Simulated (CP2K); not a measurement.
N:

```
N
1.0
     2.51947    0.00000    0.00000
    -1.25974    2.18193    0.00000
     0.00000    0.00000    2.44600
N
2
Direct
  0.33333 0.66667 0.75000
  0.66667 0.33333 0.25000
```

The real solid is made of molecules; this cell is a model form.

Program: CP2K 2026.2. Alike in all runs: potentials or basis POTENTIAL_UZH N GTH-PBE-q5; TZVP-MOLOPT-PBE-GTH basis; no spin polarisation; cell as given; k mesh 12 × 12 × 11; smearing fermi-dirac 0.05 eV.

Order these runs on this cell by their pressure, lowest first.
A. level LDA; points a segment of the path (NPOINTS) 10; bands added on the path 6
B. level vdW-DF-cx; cutoff of the non-local correlation (Ry) 300
C. level r2SCAN; points a segment of the path (NPOINTS) 10; bands added on the path 6
D. level rev-vdW-DF2; cutoff of the non-local correlation (Ry) 300
E. level revPBE

A (-2.1 GPa), B (6.1 GPa), C (8.8 GPa), D (10.5 GPa), E (13.9 GPa).

Caveats: the potentials were made for another functional, which shifts forces and pressure; the basis of atomic orbitals isn't converged, which shifts pressures, moduli and gaps.

Runs at the PBE level aren't shown here.
